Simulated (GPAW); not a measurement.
Input of a GPAW 26.7.0 run:

Contents of run.py:

```python
from ase import Atoms
from ase.dft.bandgap import bandgap
from ase.io import write
from ase.units import GPa
from gpaw import GPAW, PW

atoms = Atoms(['Ba'],
              cell=[[-2.5065, 2.5065, 2.5065],
                    [2.5065, -2.5065, 2.5065],
                    [2.5065, 2.5065, -2.5065]],
              scaled_positions=[[0.0, 0.0, 0.0]],
              pbc=True)

calc = GPAW(mode=PW(500),
            xc='MGGA_X_R2SCAN+MGGA_C_R2SCAN',
            kpts={'size': (6, 6, 6), 'gamma': True},
            occupations={'name': 'fermi-dirac', 'width': 0.05},
            nbands=12,
            maxiter=120,
            txt='gpaw.txt')
atoms.calc = calc
energy = atoms.get_potential_energy()
forces = atoms.get_forces()
stress = atoms.get_stress()
calc.write('gs.gpw')
write('result.traj', atoms)
print(f'Energy: {energy:.6f} eV')
print('Forces (eV/A):')
print(forces.round(4))
print('Stress (GPa):', (stress / GPa).round(3))
print('Fermi level:', round(calc.get_fermi_level(), 4), 'eV')
print(f'Gap: {bandgap(calc)[0]:.4f} eV, direct: {bandgap(calc, direct=True)[0]:.4f} eV')
```

Potentials or basis: GPAW PAW data sets (gpaw-data 1.2.1), pw.

Launch:

```console
$ OMP_NUM_THREADS=1 python run.py
```

Predict the pressure.

0.4 GPa.

Predict the band gap on the k mesh.

none (metal or under the smearing width).

Caveat: the cutoff is short for stress and forces, so pressures can be off by a GPa or more; the PAW data sets were made with another functional, which shifts forces and pressure a little. Spin-orbit coupling is left out, which matters for the levels of Ba.
